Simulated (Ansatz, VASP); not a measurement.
**Two plane-wave programs on HfB2**

run.py

```python
from ase.calculators.vasp import Vasp
from ase.dft.bandgap import bandgap
from ase.io import read

atoms = read('HfB2.xyz')
calc = Vasp(
    directory='calc',
    xc='rpbe',
    pp='PBE',
    setups='materialsproject',
    prec='Accurate',
    encut=520,
    ediff=1e-07,
    ismear=0,
    sigma=0.05,
    lreal=False,
    lasph=True,
    nelm=80,
    algo='Normal',
    isif=2,
    lwave=False,
    lcharg=False,
    kpts=[10, 10, 8],
    gamma=True,
    nbands=15,
)
atoms.calc = calc

print('energy (eV):', atoms.get_potential_energy())
print('free energy (eV):', atoms.get_potential_energy(force_consistent=True))
print('forces (eV/A):')
print(atoms.get_forces())
print('stress (eV/A^3, Voigt):', atoms.get_stress())
print('Fermi level (eV):', calc.get_fermi_level())
gap, top, bottom = bandgap(calc)
print('band gap (eV):', gap, 'from (spin, k, band)', top, 'to', bottom)
```

File HfB2.xyz:

```xyz
3
Lattice="3.1400000000 0.0000000000 0.0000000000 -1.5700000000 2.7193197679 0.0000000000 0.0000000000 0.0000000000 3.4800000000" Properties=species:S:1:pos:R:3 pbc="T T T"
Hf     0.0000000000      0.0000000000      0.0000000000
B      1.5700000002      0.9064399225      1.7400000000
B     -0.0000000002      1.8128798454      1.7400000000
```

The input input.yaml:

```yaml
crystal:
  lattice:
    - [3.14, 0.0, 0.0]
    - [-1.57, 2.7193197679, 0.0]
    - [0.0, 0.0, 3.48]
  atoms:
    - { symbol: Hf, position: [0.0, 0.0, 0.0] }
    - { symbol: B, position: [0.6666666667, 0.3333333333, 0.5] }
    - { symbol: B, position: [0.3333333333, 0.6666666667, 0.5] }
hamiltonian:
  xc: rpbe
  pseudopotentials: { kind: paw }
kpoints:
  mp_grid: { grid: [10, 10, 8] }
scf:
  occupations: { method: gaussian, width: 0.05 }
output:
  forces: true
  stress: true
  eigenvalues: true
```

Alike in both runs: task single point; functional RPBE; k mesh 10 × 10 × 8; occupations gaussian, width 0.05 eV; no spin polarisation.

```csv
,VASP,Ansatz
version,VASP 6.6.1,Ansatz 0.2.0
potentials or method,"VASP PAW PBE potentials, release 64 (Hf_pv, B)",Ansatz PAW
plane-wave cutoff (eV),520,420
valence electrons in the cell,16,32
```

VASP gave:

```
gap on the k mesh at the Fermi level (eV)       : none
pressure (GPa)                                  : 5.1
largest component of the traceless stress (GPa) : 0.39
```

Q: Which values does Ansatz return?

A: gap on the k mesh at the Fermi level (eV): none; pressure (GPa): 5.6; largest component of the traceless stress (GPa): 0.21.

A gap of «none» marks a metal or a gap that the smearing closes. The two sets of potentials don't hold the same shells in valence.

Caveats: the PAW data sets were made with another functional, which shifts forces and pressure a little (VASP); the PAW data sets come from PBE, with cores solved anew for the run's functional, which leaves a small shift of forces and pressure (Ansatz). The runs have no spin-orbit coupling, so splittings on Hf are missing.
